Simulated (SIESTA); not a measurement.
**W under changes of volume**

One of the cells (16.165 Å³/atom); the others are scaled copies at fixed shape and fractional positions:

```
W
1.0
    -1.59282    1.59282    1.59282
     1.59282   -1.59282    1.59282
     1.59282    1.59282   -1.59282
W
1
Direct
  0.00000 0.00000 0.00000
```

| Property | Result |
| --- | --- |
| Program | SIESTA 5.4.2 |
| Functional | PBEsol |
| Potentials or basis | PseudoDojo 0.4 standard (PBEsol files) |
| Basis | DZP (energy shift 0.003 Ry; two zetas on semicore shells) |
| Grid cutoff | 800 Ry |
| Energy shift | 0.003 Ry |
| k mesh | 12 × 12 × 12 |
| Occupations | fermi-dirac, width 0.05 eV |
| Spin | no spin polarisation |

```csv
volume (Å³/atom),energy over the lowest point (meV/atom),pressure (GPa)
14.897,68.21,24.9
15.214,27.97,16.1
15.531,4.20,8.2
16.165,0.00,-5.6
16.482,16.74,-11.4
16.798,?,?
```

Problem. What does the run at 16.798 Å³/atom give?

Solution. Energy over the lowest point 44.26 meV/atom; pressure -16.5 GPa.

Worked out: A Birch-Murnaghan fit of order 3 (a polynomial in V^(-2/3)) to the other rows has its minimum at 15.89 Å³/atom with B0 = V·E''(V) = 336 GPa and B' = 4.1. It gives 44.36 meV/atom at 16.798 Å³/atom, against the run's 44.26, and -dE/dV = -16.6 GPa, against -16.5.

Energies are extrapolated to zero smearing.

Caveats: short orbitals over semicore shells can move pressures by several GPa; the basis of atomic orbitals isn't converged, which shifts pressures, moduli and gaps.
